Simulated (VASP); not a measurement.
# Zr (P6_3/mmc) in VASP: a series of runs, part 2 of 2

VASP 6.6.1. The steps go on from the part before.

### Step 3. Electrostatic potential, PBEsol

Contents of INCAR:

```
ALGO = Normal
EDIFF = 1E-7
ENCUT = 520
GGA = PS
ISIF = 2
ISMEAR = 1
LASPH = T
LCHARG = T
LREAL = F
LVHAR = T
LWAVE = F
NELM = 80
PREC = Accurate
SIGMA = 0.1
```

Contents of KPOINTS:

```
k-points
0
Gamma
  16 16 8
```

Contents of POSCAR:

```
Zr                                      
1.0
    3.1874874897      0.0000000000      0.0000000000
   -1.5937437448      2.7604451422     -0.0000000000
    0.0000000000     -0.0000000000      5.1096904771
  Zr            
     2
Direct
     0.3333333300000021    0.6666666699999979    0.2500000000000000
     0.6666666699999979    0.3333333300000021    0.7500000000000000
```

Potentials or basis: VASP PAW PBE potentials, release 64 (Zr_sv).

Launch:

```
> cat potpaw_PBE.64/Zr_sv/POTCAR > POTCAR
> mpirun -np 1 vasp_std > vasp.out
```

OUTCAR:

```text
EDIFF = 1E-7
   ENCUT = 520
   GGA = PS
   ISIF = 2
   ISMEAR = 1
   LASPH = T
   LREAL = F
   NELM = 80
   PREC = Accurate

 ion  position               nearest neighbor table
   1  0.333  0.667  0.250-   2 3.15   2 3.15   2 3.15   2 3.15   2 3.15   2 3.15
   2  0.667  0.333  0.750-   1 3.15   1 3.15   1 3.15   1 3.15   1 3.15   1 3.15

  LATTYP: Found a hexagonal cell.
 ALAT       =     3.1874874897
 C/A-ratio  =     1.6030464413

  Lattice vectors:

 A1 = (   3.1874874897,   0.0000000000,   0.0000000000)
 A2 = (  -1.5937437448,   2.7604451422,   0.0000000000)
 A3 = (   0.0000000000,   0.0000000000,   5.1096904771)

Analysis of symmetry for initial positions (statically):
=====================================================================
 Subroutine PRICEL returns:
 Original cell was already a primitive cell.

 Routine SETGRP: Setting up the symmetry group for a
 hexagonal supercell.

 Subroutine GETGRP returns: Found 24 space group operations
 (whereof 12 operations were pure point group operations)
 out of a pool of 24 trial point group operations.

The static configuration has the point symmetry D_3d.
 The point group associated with its full space group is D_6h.

Analysis of symmetry for dynamics (positions and initial velocities):
=====================================================================
 Subroutine PRICEL returns:
 Original cell was already a primitive cell.

 Routine SETGRP: Setting up the symmetry group for a
 hexagonal supercell.

 Subroutine GETGRP returns: Found 24 space group operations
 (whereof 12 operations were pure point group operations)
 out of a pool of 24 trial point group operations.

The dynamic configuration has the point symmetry D_3d.
[... 109 lines left out ...]
   TEBEG  =    0.0;   TEEND  =   0.0 temperature during run
   PSTRESS=    0.0 pullay stress
   NELECT =      24.0000    total number of electrons
   NUPDOWN=      -1.0000    fix difference up-down
   EMIN   =  10.00;   EMAX   =-10.00  energy-range for DOS
   EFERMI =   0.00;   METHOD = LEGACY
   ISMEAR =     1;   SIGMA  =   0.10  broadening in eV -4-tet -1-fermi 0-gaus
   EFERMI_NEDOS =   21; number of points for ismear=-14 and -15
   IALGO  =     38    algorithm
   IMIX   =      4    mixing-type and parameters
     AMIX     =   0.40;   BMIX     =  1.00
     AMIX_MAG =   1.60;   BMIX_MAG =  1.00
  volume/ion in A,a.u.               =      22.48       151.70
  Fermi-wavevector in a.u.,A,eV,Ry     =   1.328020  2.509593 23.995728  1.763636
  Thomas-Fermi vector in A             =   2.457289
   LORBIT       =      0    0 simple, 1 ext, 2 COOP (PROOUT), +10 PAW based schemes
   GGA     = PS    functional components
   LHFCALC =     F    Hartree Fock is set to
   AEXX    =    0.0000 exact exchange contribution
   IVDW    =     0    specifies the selected vdW correction
   LEPSILON=     F    determine dielectric tensor
   LRPA    =     F    only Hartree local field effects (RPA)
 non-spin polarized calculation
 Methfessel and Paxton  Order N= 1 SIGMA  =   0.10
  energy-cutoff  :      520.00
  volume of cell :       44.96
 maximum number of plane-waves:      1228
 NGX is ok and might be reduce to    24
   NGX = 11   NGY = 11   NGZ = 19

 number of electron      24.0000000 magnetization

 Free energy of the ion-electron system (eV)
  ---------------------------------------------------
  ext. energy  EPLUGINS =         0.00000000
  ---------------------------------------------------
  free energy    TOTEN  =       -18.16356397 eV

  energy without entropy =      -18.16389869  energy(sigma->0) =      -18.16367554

 E-fermi :   9.2803     XC(G=0): -11.3635

 val. band max:        9.2711885096   @ k =   0.0000   0.0000   0.5000
 cond. band min:       9.2915845964   @ k =   0.1875   0.1250   0.3750
 fundamental gap:      0.0203960868
 Fermi energy:         9.2803209531

 k-point     1 :       0.0000    0.0000    0.0000
  band No.  band energies     occupation
      1     -39.4102      2.00000
      2     -39.2340      2.00000
      3     -18.0246      2.00000
      4     -17.0416      2.00000
      5     -17.0416      2.00000
      6     -16.9014      2.00000
[... 433 lines left out ...]
      3     -17.6331      2.00000
      4     -17.6275      2.00000
      5     -17.5579      2.00000
      6     -17.2845      2.00000
[... 8 lines left out ...]
     15      10.3918     -0.00000
     16      12.3818      0.00000

 [... further k-points ...]
[... 5 lines left out ...]
  --------------------------------------------------------------------------------------
  -------------------------------------------------------------------------------------
  Total       -0.0039782     -0.0039782      0.0033410     -0.0000000     -0.0000000      0.0000000
  in kB       -0.1417681     -0.1417681      0.1190596     -0.0000000     -0.0000000      0.0000000
  external PRESSURE =      -0.0548255 kB  Pullay stress =       0.0000000 kB

 VOLUME and BASIS-vectors are now :
 -----------------------------------------------------------------------------
  energy-cutoff  :      520.00
  volume of cell :       44.96
      direct lattice vectors                 reciprocal lattice vectors
     3.187487490  0.000000000  0.000000000     0.313726722  0.181130207  0.000000000
    -1.593743745  2.760445142  0.000000000     0.000000000  0.362260414  0.000000000
     0.000000000  0.000000000  5.109690477     0.000000000  0.000000000  0.195706571

 POSITION                                       TOTAL-FORCE (eV/Angst)
 -----------------------------------------------------------------------------------
     -0.00000      1.84030      1.27742        -0.000000      0.000000      0.000000
      1.59374      0.92015      3.83227         0.000000      0.000000      0.000000
 -----------------------------------------------------------------------------------
    total drift:                               -0.000010      0.000006     -0.000000

  FREE ENERGIE OF THE ION-ELECTRON SYSTEM (eV)
  ---------------------------------------------------
  free  energy   TOTEN  =       -18.1635639692 eV

  energy  without entropy=      -18.1638986901  energy(sigma->0) =      -18.16367554
```

OSZICAR:

```text
N       E                     dE             d eps       ncg     rms          rms(c)
DAV:   1     0.216855813636E+03    0.21686E+03   -0.13710E+04  4808   0.150E+03
DAV:   2    -0.459808704193E+01   -0.22145E+03   -0.21932E+03  6104   0.416E+02
DAV:   3    -0.186621678437E+02   -0.14064E+02   -0.13936E+02  9064   0.787E+01
DAV:   4    -0.189432122221E+02   -0.28104E+00   -0.28104E+00  5224   0.118E+01
DAV:   5    -0.189508766673E+02   -0.76644E-02   -0.76647E-02  7600   0.134E+00    0.161E+01
DAV:   6    -0.182922075647E+02    0.65867E+00   -0.10037E+00  4984   0.878E+00    0.646E+00
DAV:   7    -0.181592892380E+02    0.13292E+00   -0.66942E-01  7056   0.616E+00    0.115E+00
DAV:   8    -0.181632831440E+02   -0.39939E-02   -0.37728E-02  6280   0.174E+00    0.295E-01
DAV:   9    -0.181635932519E+02   -0.31011E-03   -0.17647E-03  6064   0.446E-01    0.311E-02
DAV:  10    -0.181635634557E+02    0.29796E-04   -0.49520E-05  7440   0.459E-02    0.238E-02
DAV:  11    -0.181635640118E+02   -0.55604E-06   -0.92862E-06  5248   0.407E-02    0.233E-03
DAV:  12    -0.181635639692E+02    0.42548E-07   -0.33105E-07  5072   0.453E-03
   1 F= -.18163564E+02 E0= -.18163676E+02  d E =0.334721E-03
```

It took 39 s on 1 thread of Intel Xeon Platinum 8488C (Sapphire Rapids), shared host; peak memory 0.22 GiB.

What came out:

| Property | Result |
| --- | --- |
| Free energy | -18.1636 eV |
| Pressure | 0.0 GPa |
| Band gap on the k mesh | none (metal or under the smearing width) |

Levels at points of the mesh, in eV from the Fermi level:
| k point | band 8 | band 9 | band 10 | band 11 | band 12 | band 13 | band 14 | band 15 | band 16 |
| --- | --- | --- | --- | --- | --- | --- | --- | --- | --- |
| (0.00, 0.00, 0.00) | -26.17 | -5.75 | -3.16 | 0.85 | 0.85 | 0.94 | 1.25 | 1.57 | 1.57 |
| (0.50, 0.00, 0.00) | -26.29 | -2.72 | -2.59 | -2.28 | -0.13 | 0.53 | 0.76 | 1.47 | 5.14 |
| (0.00, 0.00, 0.50) | -26.25 | -4.01 | -4.01 | -0.01 | -0.01 | 0.76 | 0.76 | 0.76 | 0.76 |
| (0.50, 0.00, 0.50) | -26.43 | -3.01 | -3.01 | -1.16 | -1.16 | 1.75 | 1.75 | 2.28 | 2.28 |

Caveat: the PAW data sets were made with another functional, which shifts forces and pressure a little.
